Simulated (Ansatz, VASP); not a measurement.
# AlN in two plane-wave programs, part 2 of 2

One calculation is typed for both programs; each brings its own data sets and cutoff. How far apart do they land? The cell is taken from a series of VASP runs on this material, whose earlier steps may have relaxed, scaled or displaced it; both programs get it as it stands.

VASP 6.6.1 and Ansatz 0.2.0.

So far. Step 2 (VASP: band structure, PBE): The run ends at a pressure of 0.02 GPa, with forces up to 0.0044 eV/Å.

### 5. Ansatz: dielectric response, PBE

Level of this step: Ansatz beside VASP: Kohn-Sham DFT, plane waves, PBE (Ansatz).

The response to a field tests empty states and converges slowly with the mesh.

The cell is taken from a series of VASP runs on this material, whose earlier steps may have relaxed, scaled or displaced it; both programs get it as it stands.

input.yaml reads:

```yaml
crystal:
  lattice:
    - [3.1279388183, 0.0, 0.0]
    - [-1.5639694091, 2.7088744781, 0.0]
    - [0.0, 0.0, 5.0184391277]
  atoms:
    - { symbol: Al, position: [0.3333333333, 0.6666666667, 0.9993397674] }
    - { symbol: Al, position: [0.6666666667, 0.3333333333, 0.4993397674] }
    - { symbol: "N", position: [0.3333333333, 0.6666666667, 0.3806602326] }
    - { symbol: "N", position: [0.6666666667, 0.3333333333, 0.8806602326] }
hamiltonian:
  xc: pbe
  pseudopotentials: { kind: paw }
kpoints:
  mp_grid: { grid: [12, 12, 7] }
scf:
  occupations: { method: fixed }
dielectric:
  method: response
```

On the command line:

```
$ ansatz run input.yaml --threads 2 --pin off --max-ram 4608MiB --backend cpu --events-out ev --progress --plain --runs-dir out
```

Numbers of over 12 decimals in the logs are rounded to 6 here.

What it wrote:

```text
[...]
Crystal: 4 atoms, lattice volume = 42.522 Å³
Basis set: ecut = 420 eV, 833 PW (Γ), exchange–correlation on 48×48×72 points (8 copies of the dense FFT grid, shifted against one another)
Bands: 12, of which v1, the nominal top of the filled ones, is band 8 counted from 1 (7 counted from 0)
Symmetry: 12 space group operations
k-points: 277 of 1008 (irreducible under 2 space group operations, time reversal used)
[...]
0.00000    2.52842   -0.00000
[...]
site 2:
[...]
0.00000   -0.00000   -2.68686
    site 3:
        -2.52842   -0.00000   -0.00000
        -0.00000   -2.52842   -0.00000
        -0.00000    0.00000   -2.68686
  Z* charge neutrality: 1.540e-3 e pre-enforcement
  solved inside a basis spanned on kpoints, on 12×12×8 k-points, its susceptibility summed on 16×16×10: ε∞ is read to err by 1.6e-2, Z* by 1.1e-2 e (field_mesh: kpoints solves on kpoints); Z* is corrected for what the basis lacks
[key lines of the parts left out:]
SCF converged after 6 iterations
Free energy (F): -1848.507868 eV
Fermi energy:    6.951580 eV
```

The job ended after 61 s (2 threads of Arm Neoverse V1, shared host; peak memory 0.76 GiB; 2 min of CPU time).

### 6. VASP: dielectric response, PBE

The same cell, functional and mesh now go to VASP, with its own data sets and cutoff.

INCAR reads:

```
SYSTEM = AlN
PREC = Accurate
ENCUT = 520
EDIFF = 1E-08
NELM = 100
ISMEAR = 0
SIGMA = 0.01
LREAL = .FALSE.
ALGO = Normal
GGA = PE
NBANDS = 14
LORBIT = 11
LWAVE = .FALSE.
LCHARG = .FALSE.
KPAR = 4
LEPSILON = .TRUE.
```

POSCAR reads:

```
AlN
1.0
    3.1279388183      0.0000000000      0.0000000000
   -1.5639694091      2.7088744781      0.0000000000
    0.0000000000      0.0000000000      5.0184391277
Al N
2 2
Direct
    0.3333333333      0.6666666667      0.9993397674
    0.6666666667      0.3333333333      0.4993397674
    0.3333333333      0.6666666667      0.3806602326
    0.6666666667      0.3333333333      0.8806602326
```

KPOINTS reads:

```
Automatic mesh
0
Gamma
12 12 7
0 0 0
```

The projector-augmented-wave data sets are Al and N (PBE family, release 64).

On the command line:

```
$ mpirun -np 4 vasp_std
```

What it wrote:

```text
[... set-up lines as in an earlier step ...]
 entering main loop
       N       E                     dE             d eps       ncg     rms          rms(c)
DAV:   1     0.470504167165E+02    0.47050E+02   -0.74261E+03  2128   0.102E+03
DAV:   2    -0.305333694125E+02   -0.77584E+02   -0.70474E+02  3042   0.203E+02
DAV:   3    -0.344345059810E+02   -0.39011E+01   -0.38854E+01  2824   0.477E+01
DAV:   4    -0.344617285629E+02   -0.27223E-01   -0.27217E-01  2416   0.466E+00
[...]
DAV:  14    -0.297805181341E+02    0.28078E-07   -0.46398E-07  2656   0.606E-03    0.159E-03
DAV:  15    -0.297805181727E+02   -0.38646E-07   -0.67774E-08  2878   0.202E-03    0.318E-04
DAV:  16    -0.297805181654E+02    0.73418E-08   -0.25770E-09  1568   0.449E-04
   1 F= -.29780518E+02 E0= -.29780518E+02  d E =-.459408E-32
 Linear response reoptimize wavefunctions to high precision
DAV:   1    -0.297805181672E+02   -0.17882E-08   -0.21291E-10  1748   0.190E-04
DAV:   2    -0.297805181672E+02    0.90949E-11   -0.13336E-11  1442   0.333E-05
 Linear response G [H, r] |phi>, progress :
  Direction:   1
[...]
RMM:  10    -0.449119409641E+00   -0.72120E-06    0.32422E-08 10666   0.115E-04    0.116E-05
RMM:  11    -0.449119360106E+00    0.49535E-07    0.17113E-07  8597   0.992E-05    0.283E-06
 change of polarisation eV/A/(eV/A) component  2 :    -0.081     0.814    -0.000
 dielectric tensor                  component  2 :    -0.344     4.465    -0.000
 Linear response to external field, progress :
  Direction:   3
       N       E                     dE             d eps       ncg     rms          rms(c)
RMM:   1    -0.437092689002E+00   -0.43709E+00   -0.16083E+00  4325   0.309E+00
RMM:   2    -0.448126366347E+00   -0.11034E-01   -0.48503E-03  3628   0.412E-01    0.987E-01
RMM:   3    -0.443232197493E+00    0.48942E-02   -0.65972E-03  3561   0.536E-01    0.601E-01
RMM:   4    -0.470606809159E+00   -0.27375E-01   -0.10525E-02  3702   0.700E-01    0.855E-02
[...]
RMM:   9    -0.475718519067E+00    0.16495E-06   -0.29721E-08  3994   0.696E-04    0.308E-05
RMM:  10    -0.475717068536E+00    0.14505E-05    0.42466E-09  3282   0.124E-04    0.157E-05
RMM:  11    -0.475717012858E+00    0.55678E-07    0.18494E-08  2468   0.973E-05    0.243E-06
 change of polarisation eV/A/(eV/A) component  3 :    -0.077    -0.058     0.866
 dielectric tensor                  component  3 :    -0.326    -0.245     4.686
 Born effective charges drift removed
```

From OUTCAR (step 6):

```text
  Total        0.0141154      0.0141154     -0.0221097      0.0000000     -0.0000000      0.0000000
  in kB        0.5318468      0.5318468     -0.8330633      0.0000000     -0.0000000      0.0000000
  external PRESSURE =       0.0768768 kB  Pullay stress =       0.0000000 kB

 POSITION                                       TOTAL-FORCE (eV/Angst)
 -----------------------------------------------------------------------------------
     -0.00000      1.80592      5.01513        -0.000000      0.000000     -0.004334
      1.56397      0.90296      2.50591        -0.000000     -0.000000     -0.004334
     -0.00000      1.80592      1.91032        -0.000000      0.000000      0.004334
      1.56397      0.90296      4.41954         0.000000     -0.000000      0.004334
 -----------------------------------------------------------------------------------
    total drift:                               -0.000000     -0.000000      0.000574

 MACROSCOPIC STATIC DIELECTRIC TENSOR (including local field effects in DFT)
 ------------------------------------------------------
           4.464599     0.000000     0.000000
           0.000000     4.464599     0.000000
          -0.000000     0.000000     4.686095
 ------------------------------------------------------

[... 1 part as in an earlier step ...]

[... 1 further part left out ...]
```

### 7. Comparison

What differs besides the data sets and the points named for the pairs above, as far as they apply: VASP's response is taken on the typed mesh, Ansatz refines its own for the field response alone. Total energies have different zeros and are not compared.

Both answers:

```
                                     quantity  Ansatz   VASP  difference
                                        ε∞ xx    4.47   4.46     +0.19 %
                                        ε∞ yy    4.47   4.46     +0.19 %
                                        ε∞ zz    4.70   4.69     +0.21 %
Born charge of Al1 (mean of the diagonal) (e)    2.58   2.57       +0.01
 Born charge of N3 (mean of the diagonal) (e)   -2.58  -2.57       -0.01
```

### 8. Ansatz: single point, PBE

With cell and atoms fixed, the geometry can't cause a difference; cores, projectors, grids and the points listed under the comparison can.

The cell is taken from a series of VASP runs on this material, whose earlier steps may have relaxed, scaled or displaced it; both programs get it as it stands.

input.yaml: that of step 5 with these lines changed.

```diff
@@ -16,4 +16,7 @@
 scf:
-  occupations: { method: fixed }
-dielectric:
-  method: response
+  occupations: { method: gaussian, width: 0.05 }
+  n_extra_bands: 5
+output:
+  forces: true
+  stress: true
+  eigenvalues: true
```

On the command line:

```
$ ansatz run input.yaml --threads 2 --pin off --max-ram 4608MiB --backend cpu --events-out ev --progress --plain --runs-dir out
```

What it wrote:

```text
[...]
Crystal: 4 atoms, lattice volume = 42.522 Å³
Basis set: ecut = 420 eV, 833 PW (Γ), exchange–correlation on 48×48×72 points (8 copies of the dense FFT grid, shifted against one another)
Bands: 13, of which v1, the nominal top of the filled ones, is band 8 counted from 1 (7 counted from 0)
Symmetry: 12 space group operations
[...]
k-points: 76 of 1008 (time reversal used)
[...]
k-point 0: bands = [... 4 lower, 6.1194, 6.7569, 6.7569, 6.9516, 11.0025, 13.4900, 17.4150, 18.0111, ... 1 higher]
  k-point 1: bands = [... 4 lower, 6.1490, 6.4948, 6.7238, 6.7238, 11.3848, 13.5392, 17.2840, 17.9860, ... 1 higher]
  k-point 2: bands = [... 4 lower, 6.2339, 6.2339, 6.6315, 6.6315, 12.1842, 13.6132, 17.0264, 17.9974, ... 1 higher]
  k-point 75: bands = [... 4 lower, 2.9412, 3.4266, 6.1030, 6.1030, 13.9173, 14.6317, 14.7547, 14.7547, ... 1 higher]
[key lines of the parts left out:]
SCF converged after 6 iterations
Free energy (F): -1848.507868 eV
Fermi energy:    8.977018 eV
P = ⅓ Tr σ = 0.2820 GPa (2.820 kbar)
```

It took 2.1 s on 2 threads; peak memory 0.32 GiB.

The run ends at a pressure of 0.28 GPa, with forces up to 0.0050 eV/Å.

### 9. VASP: single point, PBE

The same cell, functional, mesh and smearing now go to VASP, with its own data sets and cutoff.

INCAR reads:

```
SYSTEM = AlN
PREC = Accurate
ENCUT = 520
EDIFF = 1E-06
NELM = 100
ISMEAR = 0
SIGMA = 0.05
LREAL = .FALSE.
ALGO = Normal
GGA = PE
NBANDS = 40
LORBIT = 11
LWAVE = .FALSE.
LCHARG = .FALSE.
KPAR = 4
LOPTICS = .TRUE.
NEDOS = 1500
CSHIFT = 0.1
```

POSCAR is that of step 6.

KPOINTS is that of step 6.

On the command line:

```
$ mpirun -np 4 vasp_std
```

What it wrote:

```text
[... set-up lines as in an earlier step ...]
 entering main loop
       N       E                     dE             d eps       ncg     rms          rms(c)
DAV:   1     0.421034251340E+02    0.42103E+02   -0.58576E+03  6080   0.358E+02
DAV:   2    -0.320459183407E+02   -0.74149E+02   -0.69986E+02  7728   0.113E+02
DAV:   3    -0.344457485766E+02   -0.23998E+01   -0.23771E+01  7528   0.175E+01
DAV:   4    -0.344618687116E+02   -0.16120E-01   -0.16117E-01  7240   0.149E+00
[...]
DAV:  11    -0.297805153720E+02   -0.44806E-04   -0.25921E-05  7544   0.210E-02    0.273E-02
DAV:  12    -0.297805189120E+02   -0.35400E-05   -0.25965E-06  7168   0.581E-03    0.148E-02
DAV:  13    -0.297805181014E+02    0.81055E-06   -0.36848E-07  6088   0.360E-03
   1 F= -.29780518E+02 E0= -.29780518E+02  d E =-.100602E-10
 optical routines
 imaginary and real dielectric function
 recalculating local potential from charge density
 direction            1
 direction            2
 direction            3
```

OUTCAR, selected parts (step 9):

```text
  Total        0.0134612      0.0134612     -0.0226691      0.0000000     -0.0000000      0.0000000
  in kB        0.5072001      0.5072001     -0.8541399      0.0000000     -0.0000000      0.0000000
  external PRESSURE =       0.0534201 kB  Pullay stress =       0.0000000 kB

 POSITION                                       TOTAL-FORCE (eV/Angst)
 -----------------------------------------------------------------------------------
     -0.00000      1.80592      5.01513         0.000000     -0.000000     -0.004323
      1.56397      0.90296      2.50591        -0.000000      0.000000     -0.004323
     -0.00000      1.80592      1.91032         0.000000      0.000000      0.004323
      1.56397      0.90296      4.41954         0.000000     -0.000000      0.004323
 -----------------------------------------------------------------------------------
    total drift:                               -0.000000     -0.000000      0.000565

  FREE ENERGIE OF THE ION-ELECTRON SYSTEM (eV)
  ---------------------------------------------------
  free  energy   TOTEN  =       -29.7805181014 eV

  energy  without entropy=      -29.7805181014  energy(sigma->0) =      -29.78051810

[... 1 part as in an earlier step ...]

[... 2 further parts left out ...]
[key lines of the parts left out:]
E-fermi :   6.1640
```

### 10. Differences

The two programs side by side:

```
                                        quantity  Ansatz   VASP  difference
                                  pressure (GPa)    0.28   0.01       +0.28
pressure without Ansatz's Pulay correction (GPa)   -0.21   0.01       -0.22
                          gap on the k mesh (eV)   4.051  4.060      -0.009
```

A gap on the mesh is an upper bound, since the band edges may lie between its points. Ansatz's pressure holds a Pulay correction of 0.49 GPa; VASP's holds none.

### 11. What the set-up changes

Further runs change the set-up of one program: Ansatz's method, potentials or start, or VASP's data sets, cutoff or form of LDA. The table gives Ansatz less VASP for each quantity, since a change that brings one quantity closer may part another.

```
                              run  pressure (GPa)  gap on the k mesh (eV)
                         as above            0.28                 -0.0093
Ansatz's all-electron LAPW method            0.18                 -0.0028
```

### 12. Results

* difference in gap over the path points (band structure, PBE): -0.0094 eV
* difference in ε∞ zz (dielectric response, PBE): 0.21 %
* difference in gap on the k mesh (single point, PBE): -0.0093 eV

**Reading.** The difference in gap over the path points is -0.0094 eV (band structure, PBE), within the 0.08 eV picked in this series as the mark of a large difference. Single point, PBE, Ansatz's all-electron LAPW method: the difference in pressure goes from 0.28 to 0.18 GPa; the difference in gap on the k mesh goes from -0.0093 to -0.0028 eV. Such differences can come from data sets, numerical settings and the points named under the comparisons, not from the functional's error against experiment.

[Lines on the potential files, build, host, timing and source positions are cut from VASP's logs without a mark.]

[Logs are printed without paths, hosts, clocks, repeated set-up lines and the standing remarks that a program may print on its own settings, such as how far it seeks lower states.]

[Hosts, paths, dates, database ids (printed as entryN), source tags and the programs' standing remarks are cut or masked in the printed files.]
